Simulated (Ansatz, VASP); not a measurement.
**One calculation of C, two programs**

Contents of INCAR:

```
SYSTEM = C
PREC     = Accurate       ! precision mode
ENCUT    = 520            ! plane-wave cutoff, eV
EDIFF    = 1E-6           ! SCF threshold, eV
ISMEAR   = 0              ! smearing method
SIGMA    = 0.05           ! smearing width, eV
LREAL    = .False.        ! projectors in reciprocal space
LASPH    = .True.         ! aspherical terms in the spheres
NELM     = 100            ! most SCF steps
ALGO     = Normal         ! electronic algorithm
ISIF     = 2              ! what is computed and relaxed
LWAVE    = .False.        ! write WAVECAR
LCHARG   = .False.        ! write CHGCAR
NBANDS   = 26             ! bands
```

KPOINTS

```
regular mesh
0
Gamma
  6 6 9
  0 0 0
```

File POSCAR:

```
C
1.0
    2.1152110000     -4.3593110000      0.0000000000
    2.1152110000      4.3593110000      0.0000000000
    0.0000000000      0.0000000000      2.4995960000
C
8
Direct
    0.6482150000      0.9813910000      0.0000000000
    0.3517850000      0.0186090000      0.0000000000
    0.0186090000      0.3517850000      0.0000000000
    0.9813910000      0.6482150000      0.0000000000
    0.4047290000      0.2263750000      0.5000000000
    0.5952710000      0.7736250000      0.5000000000
    0.7736250000      0.5952710000      0.5000000000
    0.2263750000      0.4047290000      0.5000000000
```

Input for Ansatz:

```yaml
crystal:
  lattice:
    - [2.115211, -4.359311, 0.0]
    - [2.115211, 4.359311, 0.0]
    - [0.0, 0.0, 2.499596]
  atoms:
    - { symbol: C, position: [0.648215, 0.981391, 0.0] }
    - { symbol: C, position: [0.351785, 0.018609, 0.0] }
    - { symbol: C, position: [0.018609, 0.351785, 0.0] }
    - { symbol: C, position: [0.981391, 0.648215, 0.0] }
    - { symbol: C, position: [0.404729, 0.226375, 0.5] }
    - { symbol: C, position: [0.595271, 0.773625, 0.5] }
    - { symbol: C, position: [0.773625, 0.595271, 0.5] }
    - { symbol: C, position: [0.226375, 0.404729, 0.5] }
kpoints:
  mp_grid: { grid: [6, 6, 9] }
hamiltonian:
  xc: lda
scf:
  occupations: { method: gaussian, width: 0.05 }
output:
  forces: true
basis:
  xc_grid: 4
  ecutrho_ratio: 9
```

This isn't the form of C at room conditions, which is graphite.

Alike in both runs: task single point; functional LDA; k mesh 6 × 6 × 9; occupations gaussian, width 0.05 eV; no spin polarisation.

```csv
,VASP,Ansatz
version,VASP 6.6.1,Ansatz 0.2.0
potentials or method,"VASP PAW LDA potentials, release 64 (C)","plane waves, PAW"
plane-wave cutoff (eV),520,420
valence electrons in the cell,32,32
```

```tsv
	VASP	Ansatz	Ansatz less VASP
rms of the force components (eV/Å)	0.017	0.014	-0.0031
```

Atom by atom the forces differ by 0.008 eV/Å (rms over components).
